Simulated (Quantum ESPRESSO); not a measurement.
# CoO (F-43m) in Quantum ESPRESSO: settings compared, part 2 of 4

Quantum ESPRESSO 7.5.

### Step 3. Phonons, PBEsol, collinear spin, ferromagnetic start

The input, pw.in:

```
&CONTROL
  calculation = 'scf'
  prefix = 'pwscf'
  outdir = './tmp'
  pseudo_dir = './pseudo'
  tprnfor = .true.
  tstress = .true.
  disk_io = 'low'
/
&SYSTEM
  ibrav = 0
  nat = 2
  ntyp = 2
  ecutwfc = 56
  ecutrho = 448
  nbnd = 21
  occupations = 'smearing'
  smearing = 'fd'
  degauss = 0.00367493
  nspin = 2
  starting_magnetization(1) = 0.1176
  starting_magnetization(2) = 0
/
&ELECTRONS
  conv_thr = 4d-10
  electron_maxstep = 120
  mixing_beta = 0.3
/
ATOMIC_SPECIES
Co    58.9332 co_pbesol_v1.2.uspp.F.UPF
O     15.9990 o_pbesol_v1.2.uspp.F.UPF
CELL_PARAMETERS angstrom
   0.0000000000    2.3436418400    2.3436418400
   2.3436418400    0.0000000000    2.3436418400
   2.3436418400    2.3436418400    0.0000000000
ATOMIC_POSITIONS angstrom
Co     0.0000000000    0.0000000000    0.0000000000
O      1.1718209200    1.1718209200    1.1718209200
K_POINTS automatic
6 6 6 1 1 1
```

The input, relax.in:

```
&CONTROL
  calculation = 'vc-relax'
  prefix = 'pwscf'
  outdir = './tmp'
  pseudo_dir = './pseudo'
  tprnfor = .true.
  tstress = .true.
  disk_io = 'low'
  nstep = 40
  forc_conv_thr = 0.0001
  etot_conv_thr = 1d-06
/
&SYSTEM
  ibrav = 0
  nat = 2
  ntyp = 2
  ecutwfc = 56
  ecutrho = 448
  nbnd = 21
  occupations = 'smearing'
  smearing = 'fd'
  degauss = 0.00367493
  nspin = 2
  starting_magnetization(1) = 0.1176
  starting_magnetization(2) = 0
/
&ELECTRONS
  conv_thr = 4d-10
  electron_maxstep = 120
  mixing_beta = 0.3
/
&IONS
  ion_dynamics = 'bfgs'
/
&CELL
  cell_dynamics = 'bfgs'
  press = 0
  press_conv_thr = 0.2
/
ATOMIC_SPECIES
Co    58.9332 co_pbesol_v1.2.uspp.F.UPF
O     15.9990 o_pbesol_v1.2.uspp.F.UPF
CELL_PARAMETERS angstrom
   0.0000000000    2.3436418400    2.3436418400
   2.3436418400    0.0000000000    2.3436418400
   2.3436418400    2.3436418400    0.0000000000
ATOMIC_POSITIONS angstrom
Co     0.0000000000    0.0000000000    0.0000000000
O      1.1718209200    1.1718209200    1.1718209200
K_POINTS automatic
6 6 6 1 1 1
```

The input, scf2.in:

```
&CONTROL
  calculation = 'scf'
  prefix = 'pwscf'
  outdir = './tmp'
  pseudo_dir = './pseudo'
  tprnfor = .true.
  tstress = .true.
  disk_io = 'low'
/
&SYSTEM
  ibrav = 0
  nat = 2
  ntyp = 2
  ecutwfc = 56
  ecutrho = 448
  nbnd = 21
  occupations = 'smearing'
  smearing = 'fd'
  degauss = 0.00367493
  nspin = 2
  starting_magnetization(1) = 0.1176
  starting_magnetization(2) = 0
/
&ELECTRONS
  conv_thr = 1d-13
  electron_maxstep = 120
  mixing_beta = 0.3
  startingpot = 'file'
  startingwfc = 'file'
/
ATOMIC_SPECIES
Co    58.9332 co_pbesol_v1.2.uspp.F.UPF
O     15.9990 o_pbesol_v1.2.uspp.F.UPF
CELL_PARAMETERS angstrom
   0.0000000000    2.2110086607    2.2110086607
   2.2110086607    0.0000000000    2.2110086607
   2.2110086607    2.2110086607    0.0000000000
ATOMIC_POSITIONS angstrom
Co     0.0000000000    0.0000000000    0.0000000000
O      1.1055043303    1.1055043303    1.1055043303
K_POINTS automatic
6 6 6 1 1 1
```

The input, ph.in:

```
phonons of CoO
&INPUTPH
  prefix = 'pwscf'
  outdir = './tmp'
  tr2_ph = 1d-18
  fildyn = 'dyn'
  niter_ph = 90
  alpha_mix(1) = 0.4
/
0.0000000000 0.0000000000 0.0000000000
```

The input, dynmat.in:

```
&INPUT
  fildyn = 'dyn'
  asr = 'crystal'
  filout = 'dynmat.disp'
  fileig = 'dynmat.eig'
/
```

Potentials or basis: GBRV 1.5 PBEsol.

Launch:

```
$ OMP_NUM_THREADS=1 mpirun -n 4 pw.x -nk 4 -in pw.in > pw.out
$ OMP_NUM_THREADS=1 mpirun -n 4 pw.x -nk 4 -in relax.in > relax.out
$ OMP_NUM_THREADS=1 mpirun -n 4 pw.x -nk 4 -in scf2.in > scf2.out
$ OMP_NUM_THREADS=1 mpirun -n 4 ph.x -nk 4 -in ph.in > ph.out
$ OMP_NUM_THREADS=1 mpirun -n 1 dynmat.x -in dynmat.in > dynmat.out
```

pw.out:

```text
This program is part of the open-source Quantum ESPRESSO suite
     for quantum simulation of materials; please cite
         "P. Giannozzi et al., J. Phys.:Condens. Matter 21 395502 (2009);
         "P. Giannozzi et al., J. Phys.:Condens. Matter 29 465901 (2017);
         "P. Giannozzi et al., J. Chem. Phys. 152 154105 (2020);
     in publications or presentations arising from this work. More details at

     Message from routine setup:
     using ibrav=0 with symmetry is DISCOURAGED, use correct ibrav instead

     K-points division:     npool     =       4
     Subspace diagonalization in iterative solution of the eigenvalue problem:
     a serial algorithm will be used

     G-vector sticks info
     --------------------
     sticks:   dense  smooth     PW     G-vecs:    dense   smooth      PW
     Sum        1213     595    199                27725     9841    1807

     Using Slab Decomposition

     bravais-lattice index     =            0
     lattice parameter (alat)  =       6.2633  a.u.
     unit-cell volume          =     173.7402 (a.u.)^3
     number of atoms/cell      =            2
     number of atomic types    =            2
     number of electrons       =        23.00
     number of Kohn-Sham states=           21
     kinetic-energy cutoff     =      56.0000  Ry
     charge density cutoff     =     448.0000  Ry
     scf convergence threshold =      4.0E-10
     mixing beta               =       0.3000
     number of iterations used =            8  plain     mixing
     Exchange-correlation= SLA  PW   PSX  PSC
[... 390 lines left out ...]
          k =-0.4125 0.0589 0.0589 (  1241 PWs)   bands (ev):
[... 61 lines left out ...]
   -87.6660 -51.0544 -51.0477 -51.0460  -9.6599   2.8696   3.5189   3.7476
     6.1572   6.3628   6.5153   7.6386   8.0065  14.7118  15.5121  19.6113
    21.6925  25.7632  28.5687  29.1107  32.8399

 ------ SPIN DOWN ----------

          k = 0.0589 0.0589 0.0589 (  1243 PWs)   bands (ev):

   -84.3218 -47.8279 -47.8271 -47.8271  -9.5630   4.4928   4.6767   4.6767
     8.7205   8.7205   9.5274  11.1658  11.2124  11.2124  21.8445  22.5948
    22.5948  27.2472  27.8519  27.8519  29.8076
[... 87 lines left out ...]
   -84.3206 -47.8408 -47.8329 -47.8324  -8.9047   3.2392   4.9624   5.0302
     8.3060   9.0299   9.1463   9.8496   9.8548  14.6155  18.5639  19.5768
    22.5245  22.6533  29.5490  32.9278  34.9569

          k =-0.5303 0.1768-0.0589 (  1228 PWs)   bands (ev):

   -84.3207 -47.8390 -47.8329 -47.8314  -8.9796   3.4304   4.6951   4.9529
     8.3970   8.9579   9.2657   9.9489  10.2487  14.5111  18.5345  19.4247
    21.8643  24.0769  30.7902  31.1537  33.8069

          k =-0.4125 0.0589 0.0589 (  1241 PWs)   bands (ev):
[... 61 lines left out ...]
   -84.3208 -47.8403 -47.8319 -47.8298  -9.0074   3.4360   4.5572   4.9021
     8.7701   8.8406   9.1437  10.1223  10.4270  15.3425  16.2281  20.2781
    22.3448  26.3072  29.1308  29.5622  33.2874

     the Fermi energy is     9.0415 ev

!    total energy              =    -330.43190398 Ry
     estimated scf accuracy    <          3.4E-10 Ry
     smearing contrib. (-TS)   =      -0.00144790 Ry
     internal energy E=F+TS    =    -330.43045608 Ry

     The total energy is F=E-TS. E is the sum of the following terms:
     one-electron contribution =    -227.37511700 Ry
     hartree contribution      =     123.02347893 Ry
     xc contribution           =     -39.38493660 Ry
     ewald contribution        =    -186.69388141 Ry

     total magnetization       =     3.00 Bohr mag/cell
     absolute magnetization    =     3.02 Bohr mag/cell

     convergence has been achieved in  18 iterations

     Forces acting on atoms (cartesian axes, Ry/au):

     atom    1 type  1   force =     0.00000000    0.00000000    0.00000000
     atom    2 type  2   force =     0.00000000    0.00000000    0.00000000

     Total force =     0.000000     Total SCF correction =     0.000000

     Computing stress (Cartesian axis) and pressure

          total   stress  (Ry/bohr**3)                   (kbar)     P=     -194.21
  -0.00132023   0.00000000   0.00000000         -194.21        0.00        0.00
   0.00000000  -0.00132023  -0.00000000            0.00     -194.21       -0.00
  -0.00000000  -0.00000000  -0.00132023           -0.00       -0.00     -194.21

=------------------------------------------------------------------------------=
   JOB DONE.
=------------------------------------------------------------------------------=
```

Wall time 2.4 min (4 MPI ranks of Intel Xeon 6975P-C (Granite Rapids), shared host); peak memory 0.56 GiB.

Results:

- Free energy: -4496.0313 eV
- Relaxed volume: 10.81 Å³/atom
- Relaxed cell: a = 3.127 Å, b = 3.127 Å, c = 3.127 Å, α = 60.00°, β = 60.00°, γ = 60.00°
- Space group after relaxing (to 0.05 Å): F-43m (No. 216)
- Pressure after relaxing: -0.1 GPa
- Band gap on the k mesh: none (metal or under the smearing width)
- Net moment: 2.75 μB per cell
- Absolute moment: 2.76 μB per cell
- Site moments: Co +2.22; O +0.32 μB
- Valence electrons inside the program's atomic spheres: Co 14.37; O 5.47
- Highest phonon frequency at Γ: 303 cm⁻¹

Step by step:
```tsv
step	energy change (eV)	largest force (eV/Å)	pressure (GPa)	volume (Å³)
1	0.0000	0.0000	-19.42	25.75
2	-0.2282	0.0000	-9.36	23.28
3	-0.2777	0.0000	1.36	21.38
4	-0.2787	0.0000	0.09	21.60
5	-0.2787	0.0000	-0.01	21.62
```

Final structure:
```
CELL_PARAMETERS angstrom
0.00000 2.21101 2.21101
2.21101 0.00000 2.21101
2.21101 2.21101 0.00000
ATOMIC_POSITIONS crystal
Co 0.00000 0.00000 0.00000
O 0.25000 0.25000 0.25000
```

Levels at points of the mesh, in eV from the Fermi level:
Spin up:
| k point | band 11 | band 12 | band 13 | band 14 | band 15 | band 16 |
| --- | --- | --- | --- | --- | --- | --- |
| (0.08, 0.08, 0.08) | -0.10 | 0.34 | 0.34 | 0.70 | 13.59 | 14.42 |
Spin down:
```tsv
k point	band 7	band 8	band 9	band 10	band 11	band 12	band 13	band 14
(0.08, 0.08, 0.08)	-5.44	-5.44	-0.46	-0.46	0.83	2.52	2.59	2.59
```

Phonon frequencies in cm⁻¹ (negative: imaginary):
```csv
q point,frequencies
"(0.000, 0.000, 0.000)",-14 -14 -14 303 303 303
```

Optical modes at Γ, degenerate ones joined:
```csv
cm⁻¹,components,symmetry,active in
303,3,T2,IR and Raman
```

Caveat: the k mesh is coarse (spacing up to 0.39 Å⁻¹), so the values aren't converged; the mesh is thin for the phonons of a metal; the volume moved by over 15 % at a fixed basis, so the end points are rough; a cell with one magnetic atom can't hold antiferromagnetic order, which such compounds often take; semilocal functionals often make such compounds metallic where correlation or magnetic order opens a gap, which also shifts bond lengths. With open d or f shells a metallic result of PBEsol can be an artefact of self-interaction; +U or a hybrid may open a gap.

### Step 4. Phonons, LDA, collinear spin, ferromagnetic start

Changes to pw.in since step 3:

```diff
@@ -29,4 +29,4 @@
 ATOMIC_SPECIES
-Co    58.9332 co_pbesol_v1.2.uspp.F.UPF
-O     15.9990 o_pbesol_v1.2.uspp.F.UPF
+Co    58.9332 co_lda_v1.2.uspp.F.UPF
+O     15.9990 o_lda_v1.2.uspp.F.UPF
 CELL_PARAMETERS angstrom
```

Changes to relax.in since step 3:

```diff
@@ -40,4 +40,4 @@
 ATOMIC_SPECIES
-Co    58.9332 co_pbesol_v1.2.uspp.F.UPF
-O     15.9990 o_pbesol_v1.2.uspp.F.UPF
+Co    58.9332 co_lda_v1.2.uspp.F.UPF
+O     15.9990 o_lda_v1.2.uspp.F.UPF
 CELL_PARAMETERS angstrom
```

Changes to scf2.in since step 3:

```diff
@@ -31,11 +31,11 @@
 ATOMIC_SPECIES
-Co    58.9332 co_pbesol_v1.2.uspp.F.UPF
-O     15.9990 o_pbesol_v1.2.uspp.F.UPF
+Co    58.9332 co_lda_v1.2.uspp.F.UPF
+O     15.9990 o_lda_v1.2.uspp.F.UPF
 CELL_PARAMETERS angstrom
-   0.0000000000    2.2110086607    2.2110086607
-   2.2110086607    0.0000000000    2.2110086607
-   2.2110086607    2.2110086607    0.0000000000
+   0.0000000000    2.1443846906    2.1443846906
+   2.1443846906    0.0000000000    2.1443846906
+   2.1443846906    2.1443846906    0.0000000000
 ATOMIC_POSITIONS angstrom
 Co     0.0000000000    0.0000000000    0.0000000000
-O      1.1055043303    1.1055043303    1.1055043303
+O      1.0721923453    1.0721923453    1.0721923453
 K_POINTS automatic
```

ph.in is that of step 3.

dynmat.in is that of step 3.

Potentials or basis: GBRV 1.5 LDA.

Launch:

```
$ OMP_NUM_THREADS=1 mpirun -n 4 pw.x -nk 4 -in pw.in > pw.out
$ OMP_NUM_THREADS=1 mpirun -n 4 pw.x -nk 4 -in relax.in > relax.out
$ OMP_NUM_THREADS=1 mpirun -n 4 pw.x -nk 4 -in scf2.in > scf2.out
$ OMP_NUM_THREADS=1 mpirun -n 4 ph.x -nk 4 -in ph.in > ph.out
$ OMP_NUM_THREADS=1 mpirun -n 1 dynmat.x -in dynmat.in > dynmat.out
```

pw.out:

```text
This program is part of the open-source Quantum ESPRESSO suite
     for quantum simulation of materials; please cite
[... 6 lines left out ...]
     using ibrav=0 with symmetry is DISCOURAGED, use correct ibrav instead

     K-points division:     npool     =       4
     Subspace diagonalization in iterative solution of the eigenvalue problem:
     a serial algorithm will be used

     G-vector sticks info
     --------------------
     sticks:   dense  smooth     PW     G-vecs:    dense   smooth      PW
     Sum        1213     595    199                27725     9841    1807

     Using Slab Decomposition

     bravais-lattice index     =            0
     lattice parameter (alat)  =       6.2633  a.u.
     unit-cell volume          =     173.7402 (a.u.)^3
[... 554 lines left out ...]
          k =-0.5303 0.1768-0.0589 (  1228 PWs)   bands (ev):

   -84.1820 -47.9785 -47.9722 -47.9707  -9.0325   3.1428   4.4010   4.6572
     8.0204   8.6437   8.8986   9.4974   9.8414  14.2399  18.1766  19.1036
    21.5264  23.7329  30.5444  30.8573  33.5276

          k =-0.4125 0.0589 0.0589 (  1241 PWs)   bands (ev):
[... 61 lines left out ...]
   -84.1821 -47.9798 -47.9712 -47.9691  -9.0612   3.1564   4.2569   4.5975
     8.3821   8.5302   8.7747   9.6949  10.0072  15.0224  15.9519  19.9426
    22.0083  25.9633  28.8162  29.3090  33.0015

     the Fermi energy is     8.7192 ev

!    total energy              =    -330.54269782 Ry
     estimated scf accuracy    <          5.7E-11 Ry
     smearing contrib. (-TS)   =      -0.00175749 Ry
     internal energy E=F+TS    =    -330.54094033 Ry

     The total energy is F=E-TS. E is the sum of the following terms:
     one-electron contribution =    -227.55500831 Ry
     hartree contribution      =     122.93650102 Ry
     xc contribution           =     -39.22855163 Ry
     ewald contribution        =    -186.69388141 Ry

     total magnetization       =     3.00 Bohr mag/cell
     absolute magnetization    =     3.01 Bohr mag/cell

     convergence has been achieved in  17 iterations

     Forces acting on atoms (cartesian axes, Ry/au):

     atom    1 type  1   force =     0.00000000    0.00000000   -0.00000000
     atom    2 type  2   force =    -0.00000000   -0.00000000    0.00000000

     Total force =     0.000000     Total SCF correction =     0.000000

     Computing stress (Cartesian axis) and pressure

          total   stress  (Ry/bohr**3)                   (kbar)     P=     -246.97
  -0.00167889  -0.00000000   0.00000000         -246.97       -0.00        0.00
  -0.00000000  -0.00167889  -0.00000000           -0.00     -246.97       -0.00
   0.00000000  -0.00000000  -0.00167889            0.00       -0.00     -246.97

=------------------------------------------------------------------------------=
   JOB DONE.
=------------------------------------------------------------------------------=
```

relax.out:

```text
This program is part of the open-source Quantum ESPRESSO suite
     for quantum simulation of materials; please cite
[... 6 lines left out ...]
     using ibrav=0 with symmetry is DISCOURAGED, use correct ibrav instead

     K-points division:     npool     =       4
[... 702 lines left out ...]
  -0.00000097   0.00000000   0.00000000           -0.14        0.00        0.00
   0.00000000  -0.00000097  -0.00000000            0.00       -0.14       -0.00
  -0.00000000  -0.00000000  -0.00000097           -0.00       -0.00       -0.14

=------------------------------------------------------------------------------=
   JOB DONE.
=------------------------------------------------------------------------------=
```

scf2.out:

```text
This program is part of the open-source Quantum ESPRESSO suite
     for quantum simulation of materials; please cite
[... 6 lines left out ...]
     using ibrav=0 with symmetry is DISCOURAGED, use correct ibrav instead

     K-points division:     npool     =       4
[... 532 lines left out ...]
  -0.00000076   0.00000000   0.00000000           -0.11        0.00        0.00
   0.00000000  -0.00000076   0.00000000            0.00       -0.11        0.00
   0.00000000   0.00000000  -0.00000076            0.00        0.00       -0.11

=------------------------------------------------------------------------------=
   JOB DONE.
=------------------------------------------------------------------------------=
```

It took 2.4 min on 4 MPI ranks of Intel Xeon 6975P-C (Granite Rapids), shared host; peak memory 0.52 GiB.

Results:

* Free energy: -4497.7807 eV
* Relaxed volume: 9.86 Å³/atom
* Relaxed cell: a = 3.033 Å, b = 3.033 Å, c = 3.033 Å, α = 60.00°, β = 60.00°, γ = 60.00°
* Space group after relaxing (to 0.05 Å): F-43m (No. 216)
* Pressure after relaxing: 0.0 GPa
* Band gap on the k mesh: none (metal or under the smearing width)
* Net moment: 1.65 μB per cell
* Absolute moment: 1.66 μB per cell
* Site moments: Co +1.36; O +0.16 μB
* Valence electrons inside the program's atomic spheres: Co 14.37; O 5.45
* Highest phonon frequency at Γ: 499 cm⁻¹

Step by step:
| step | energy change (eV) | largest force (eV/Å) | pressure (GPa) | volume (Å³) |
| --- | --- | --- | --- | --- |
| 1 | 0.0000 | 0.0000 | -24.70 | 25.75 |
| 2 | -0.3773 | 0.0000 | -13.36 | 22.64 |
| 3 | -0.5224 | 0.0000 | -1.16 | 19.83 |
| 4 | -0.5223 | 0.0000 | 1.38 | 19.60 |
| 5 | -0.5228 | 0.0000 | -0.03 | 19.72 |
| 6 | -0.5228 | 0.0000 | -0.01 | 19.72 |

Final structure:
```
Co O
1.0
     0.00000    2.14438    2.14438
     2.14438    0.00000    2.14438
     2.14438    2.14438    0.00000
Co O
1 1
Direct
  0.00000 0.00000 0.00000
  0.25000 0.25000 0.25000
```

Levels at points of the mesh, in eV from the Fermi level:
Spin up:
```
           k point  band 10  band 11  band 12  band 13  band 14  band 15
(0.08, 0.08, 0.08)    -2.20     0.48     0.99     0.99     1.12    14.32
```
Spin down:
```
           k point  band 7  band 8  band 9  band 10  band 11  band 12  band 13  band 14  band 15  band 16
(0.08, 0.08, 0.08)   -6.45   -6.45   -0.90    -0.90     0.96     2.24     2.32     2.32    14.59    15.52
```

Phonon frequencies in cm⁻¹ (negative: imaginary):
```csv
q point,frequencies
"(0.000, 0.000, 0.000)",-7 -7 -7 499 499 499
```

Optical modes at Γ, degenerate ones joined:
| cm⁻¹ | components | symmetry | active in |
| --- | --- | --- | --- |
| 499 | 3 | T2 | IR and Raman |

Caveat: the k mesh is coarse (spacing up to 0.39 Å⁻¹), so the values aren't converged; the mesh is thin for the phonons of a metal; the volume moved by over 15 % at a fixed basis, so the end points are rough; a cell with one magnetic atom can't hold antiferromagnetic order, which such compounds often take; semilocal functionals often make such compounds metallic where correlation or magnetic order opens a gap, which also shifts bond lengths. With open d or f shells a metallic result of LDA can be an artefact of self-interaction; +U or a hybrid may open a gap.

(Part 2 of 4 ends here.)
